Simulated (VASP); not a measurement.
A run of VASP 6.6.1 is set up as follows.

Contents of INCAR:

```
PREC = Accurate
ENCUT = 520
EDIFF = 1E-7
ISMEAR = -1
SIGMA = 0.05
LREAL = False
LASPH = True
NELM = 80
ALGO = Normal
ISIF = 2
LWAVE = False
LCHARG = True
GGA = PS
LELF = True
LVHAR = True
NBANDS = 26
```

File KPOINTS:

```
regular mesh
0
Gamma
  7 7 4
```

File POSCAR:

```
CdSe
1.0
    4.3000000000      0.0000000000      0.0000000000
   -2.1500000000      3.7239092363      0.0000000000
    0.0000000000      0.0000000000      7.0200000000
Cd Se
2 2
Direct
    0.6666666667      0.3333333333      0.5000000000
    0.3333333333      0.6666666667      0.0000000000
    0.6666666667      0.3333333333      0.8850000000
    0.3333333333      0.6666666667      0.3850000000
```

Potentials or basis: VASP PAW PBE potentials, release 64 (Cd, Se).

Command:

```bash
$ cat potpaw_PBE.64/Cd/POTCAR potpaw_PBE.64/Se/POTCAR > POTCAR
$ mpirun -np 1 vasp_std > vasp.out
```

Predict the band gap on the k mesh.

0.58 eV, direct.

Estimate the largest force.

0.275 eV/Å.

Stress tensor (GPa, compression positive):
```
 1.13  0.00  0.00
 0.00  1.13  0.00
 0.00  0.00 -0.77
```

Caveat: the PAW data sets were made with another functional, which shifts forces and pressure a little.

**Measured values to compare with.**

From a printed reference work, data compilation, for a bulk crystal of CdSe at 2 K: band gap 1.841 eV.

A measured gap of CdSe is 1.841 eV (2 K; a printed reference work, data compilation); the calculated 0.58 eV misses it by -1.26 eV. So large a miss can be the level of theory's own, or it may mean another phase, state or a wrong row. Spin-orbit coupling on Cd, Se is left out. The value is that of PBEsol, without temperature or zero-point motion. Semilocal functionals fall short of measured gaps as a rule.
